**Question: Why doesn't a dearer method give a steadily better crystal?**

I have put one ordered silicon-germanium crystal through a ladder of methods, from a force field upwards. The rows are sorted by rough processor time, yet I can see no steady progress in volume, bulk modulus or band gap. Some methods seem right about one property and badly off in another. Is there a pattern to these errors?

Si3Ge (space group R3m, four-atom cell), periodic in three directions, by the method named in each row, without spin polarization or spin-orbit coupling. Gaps and times are for single points on the r2SCAN-relaxed cell; volumes come from each method's own relaxation or energy curve, and bulk moduli are taken at fixed cell shape. The k mesh differs between rows.

```tsv
name	kind	band gap (eV)	volume per atom (Å³)	bulk modulus (GPa)	atoms computed	rough processor time, order of size (s)
SiCGe.tersoff	force field	n/a	20.641	91.80	4	0.1
PBE coarse-settings	low cutoff and mesh	0.521	n/a	n/a	4	2
PBE	semilocal	0.527	21.172	81.60	4	10
PBE sz-orbitals	small basis	1.428	n/a	n/a	4	10
GFN1-xTB tblite	tight binding	0.601	22.833	79.30	108	20
PBE SZV	small basis	2.482	21.715	86.80	4	20
GFN2-xTB tblite	tight binding	1.632	20.025	99.30	108	20
PBE DZVP	small basis	0.543	21.221	81.70	4	30
PM7	semi-empirical	5.665	18.708	192.30	108	30
r2SCAN	semilocal	0.725	20.724	90.90	4	30
GLLB-SC	model potential	0.936	n/a	n/a	4	80
PM6	semi-empirical	3.966	n/a	n/a	108	200
```

**Answer**

There is a pattern, and three sizes are worth remembering. By itself, an error of one per cent in volume brings about four per cent in stiffness, with the opposite sign. A minimal basis can raise the gap by one or two electronvolts. A Hartree-Fock-like orbital gap can be ten times the PBE gap. Time does not order these errors, because it also pays for things other than a better account of the bonds: the tight-binding and semi-empirical runs, for instance, treat 108 atoms instead of 4.

Take volume and stiffness first. Suppose a method's only fault is that it pulls the atoms together, or pushes them apart, a little too strongly. That acts like an extra pressure $P$: the crystal settles at another point of the same energy curve. Compressed solids stiffen, and for many of them the bulk modulus $B$ rises by roughly 4 GPa for each GPa of pressure. With $B=-V\,dP/dV$, where $V$ is the volume per atom, this gives

$$\frac{dB}{dP}\approx 4 \quad\Rightarrow\quad \frac{d\ln B}{d\ln V}\approx -4 \quad\Rightarrow\quad B\propto V^{-4}.$$

PBE shows how this works. It binds solids slightly too weakly, a well-known fault that r2SCAN largely mends, so its crystal is larger and softer. Carried to the r2SCAN volume, its modulus becomes

$$81.6\ \text{GPa}\times\left(\frac{21.172}{20.724}\right)^4\approx 88.9\ \text{GPa},$$

close to the 90.9 GPa of r2SCAN itself. The exponent is a rough general value, not adjusted to any row.

The same step brings four methods together: the Tersoff force field, PBE, PBE with the DZVP basis and r2SCAN. Their moduli span about 10 GPa at their own volumes but only about 2 GPa at a common one, and no more than about 4 GPa for exponents from 3 to 5. They differ mainly in where the crystal settles, much less in how stiff it is at a given volume.

GFN2-xTB seems to join them, since the rule puts it at 87 GPa, but its own energy curve gives only about 80 GPa at the r2SCAN volume. Its modulus falls by about six per cent for each per cent of volume, not four. So it looks too stiff at its own small volume and is too soft at the common one.

The agreement of the four has limits. That is agreement with r2SCAN, not with a measurement. Nor does it vouch for the force field in general: such potentials are fitted to a few measured properties, and others can be far off.

By the same rule, three methods stay too stiff even at equal volume: PBE SZV, GFN1-xTB and PM7. The SZV row offers the cleanest clue, since DZVP uses the same functional with more basis functions and is markedly softer at equal volume. Theory suggests why: with one function per valence orbital, the electron cloud can hardly change shape when the crystal is squeezed, so the energy climbs too fast. The table shows the effect of the basis, but does not isolate this cause.

GFN1-xTB shows how such errors can hide. Its 79 GPa looks like a good match to PBE, but belongs to a crystal about 10% larger than that of r2SCAN. At the r2SCAN volume the estimate is between about 106 and 129 GPa, for exponents from 3 to 5: bonds that are too stiff had been masked by a crystal that is too large. In PM7 the two errors add up instead. Its crystal is too small and its bonds seem too stiff, which together double the modulus. How much each contributes is uncertain, because the rule is stretched here over a volume step about three times as large as the one where it already fails for GFN2-xTB.

The gap follows other rules, because it also depends on empty states, which do not hold the crystal together. All gaps here were computed on the same r2SCAN cell, so differences in volume do not enter. In PBE the lowest empty state lies in a valley like silicon's, about 85% of the way from the zone centre to the point X. Its rival lies at the zone centre of this four-atom cell. The cell is twice as large as diamond's smallest one, which folds one of diamond's L points onto the centre, so the rival is probably an L-like state and not the one behind silicon's own direct gap. The minimal sz basis raises the gap at the zone centre by 0.3 eV, but lifts the valley near X by at least 0.9 eV. The lowest empty state therefore moves to the zone centre, and the sz gap belongs to a different transition. The sz run also keeps germanium's 3d electrons in the core, which the plane-wave run does not, so the basis is not the only change.

The usual explanation is that states near X need d-like functions, which a minimal basis lacks. The other minimal basis, SZV, gives an even larger gap of 2.5 eV. With DZVP the gap returns to within 0.02 eV of the plane-wave PBE value, but DZVP adds further s and p functions as well as d functions, so this does not single out the d functions. GFN1-xTB also comes close to PBE, but its cluster sees few k points and steps over PBE's valley. That agreement is no evidence of similar bands. GFN2-xTB, with as many atoms in its cluster, gives 1.63 eV: both methods are fitted to molecules, and their gaps for solids can be far off.

Apart from basis and k points, the meaning of the orbital energies matters. PBE gives 0.53 eV, too small as usual for a semiconductor, because its potential lacks the jump that comes with adding an electron. GLLB-SC estimates that jump and reaches 0.94 eV; r2SCAN lies between the two, as expected, because it also depends on the kinetic energy of the orbitals, which brings part of the jump into its gap. PM6 and PM7 err the other way, with 4.0 and 5.7 eV. In a Hartree-Fock-like scheme an added electron meets the others without their moving aside to screen it, so the empty levels lie far too high. The few k points of their clusters may widen the gap further.

The analysis printed below carries every modulus to the common volume by the rule and tries other exponents. The "five agreeing moduli" it prints include GFN2-xTB, which agrees only by that rule and not by its own energy curve. For a similar crystal, compare moduli at equal volume before trusting a good match, using each method's own energy curve where you have one, and test a gap with a larger basis and more k points. A gap that passes still carries the error of its method, as PBE's does. Check the stress separately: the coarse PBE run keeps the gap to within 0.01 eV, yet its pressure is 2.2 GPa instead of 1.8 GPa. Computed pressures can also carry grid noise, so small differences between them mean little.

Printed output of the fit:

```
Each method against r2SCAN and PBE:
                  row  volume against r2SCAN in %  modulus against r2SCAN in %  modulus carried to r2SCAN volume in GPa  carried modulus against r2SCAN in %  estimated pressure on r2SCAN cell in GPa  gap less PBE gap in eV
        SiCGe.tersoff                     -0.4005                       0.9901                                    90.34                              -0.6181                                   -0.3655                     n/a
  PBE coarse-settings                         n/a                          n/a                                      n/a                                  n/a                                       n/a                  -0.006
                  PBE                       2.162                       -10.23                                    88.89                               -2.213                                     1.822                       0
      PBE sz-orbitals                         n/a                          n/a                                      n/a                                  n/a                                       n/a                   0.901
      GFN1-xTB tblite                       10.18                       -12.76                                    116.9                                28.55                                     9.388                   0.074
              PBE SZV                       4.782                        -4.51                                    104.6                                15.11                                     4.458                   1.955
      GFN2-xTB tblite                      -3.373                        9.241                                    86.57                               -4.768                                    -3.184                   1.105
             PBE DZVP                       2.398                       -10.12                                    89.82                               -1.184                                     2.031                   0.016
                  PM7                      -9.728                        111.6                                    127.7                                40.49                                    -16.15                   5.138
               r2SCAN                           0                            0                                     90.9                                    0                                         0                   0.198
              GLLB-SC                         n/a                          n/a                                      n/a                                  n/a                                       n/a                   0.409
                  PM6                         n/a                          n/a                                      n/a                                  n/a                                       n/a                   3.439
Spread of the five agreeing moduli at own volumes in GPa: 17.7
Spread of the same five at the r2SCAN volume in GPa: 4.334
Same spread with exponent 3 in GPa: 3.893
Same spread with exponent 5 in GPa: 8.332
Lowest of the three stiff rows less highest of the five with exponent 3 in GPa: 8.957
Lowest of the three stiff rows less highest of the five with exponent 5 in GPa: 17.66
PBE pressure estimated less computed in GPa: -0.005566
Tersoff pressure estimated less computed in GPa: -0.003718
GFN1 pressure estimated less computed in GPa: -0.5269
PM7 modulus over r2SCAN modulus as a ratio: 2.116
Part of that ratio due to the smaller volume as a factor: 1.506
Part of that ratio left at equal volume as a factor: 1.405
SZV above DZVP modulus at equal volume in %: 16.49
PM7 gap over PBE gap as a ratio: 10.75
PM6 gap over PBE gap as a ratio: 7.526
PBE direct gap at the zone centre in eV: 1.127
Rise of the zone-centre gap in the sz basis in eV: 0.3011
Least rise of the X-like valley in the sz basis in eV: 0.901
Place of the PBE conduction minimum as a fraction of the way to X: 0.8516
```
